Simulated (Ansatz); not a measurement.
# MnO: single point with r2SCAN+U

The system is MnO.

```
Mn O
1.0
     0.00000    2.22200    2.22200
     2.22200    0.00000    2.22200
     2.22200    2.22200    0.00000
Mn O
1 1
Direct
  0.00000 0.00000 0.00000
  0.50000 0.50000 0.50000
```

```
Program             : Ansatz 0.2.0
Task                : single point
Functional          : r2SCAN
Potentials or basis : Ansatz PAW
Cutoff              : 500 eV (not typed: the program's choice for these potentials)
k mesh              : 7 × 7 × 7
Occupations         : gaussian, width 0.05 eV
Spin                : collinear spin, ferromagnetic start
Starting moments    : [4.0, 0.0] μB
Hubbard terms       : Mn d U = 6 eV
```

- Pressure: 7.3 GPa
- Band gap on the k mesh: 1.15 eV, indirect (least direct gap 3.09 eV)
- Net moment: 5.00 μB per cell
- Absolute moment: 5.00 μB per cell
- Site moments: Mn +4.36; O +0.14 μB

Levels at points of the mesh, in eV from the valence-band top:
Spin up:
| k point | band 11 | band 12 | band 13 | band 14 | band 15 | band 16 |
| --- | --- | --- | --- | --- | --- | --- |
| (0.00, 0.00, 0.00) | -2.25 | -2.25 | -2.25 | 1.15 | 15.90 | 18.09 |
Spin down:
| k point | band 6 | band 7 | band 8 | band 9 | band 10 | band 11 |
| --- | --- | --- | --- | --- | --- | --- |
| (0.00, 0.00, 0.00) | -1.94 | -1.94 | -1.94 | 2.90 | 5.75 | 5.75 |

Eigenvalues of the final occupation matrices:
```csv
site,spin,trace,eigenvalues
site 1,1,4.99,1.00 1.00 1.00 1.00 1.00
site 1,2,0.21,0.02 0.02 0.02 0.07 0.07
```

It took 3.3 s on 2 threads of Arm Neoverse V1, with other jobs on the host, peak memory 0.35 GiB.

Caveat: the magnetic or orbital state may not be the lowest; odd divisions of the mesh miss points on the zone boundary, where band edges often lie, so the gap on the mesh can be too wide; a cell with one magnetic atom can't hold antiferromagnetic order, which such compounds often take; the PAW data sets come from PBE, with cores solved anew for the run's functional, which leaves a small shift of forces and pressure. The state reached can hang on the start; a lower one may exist.
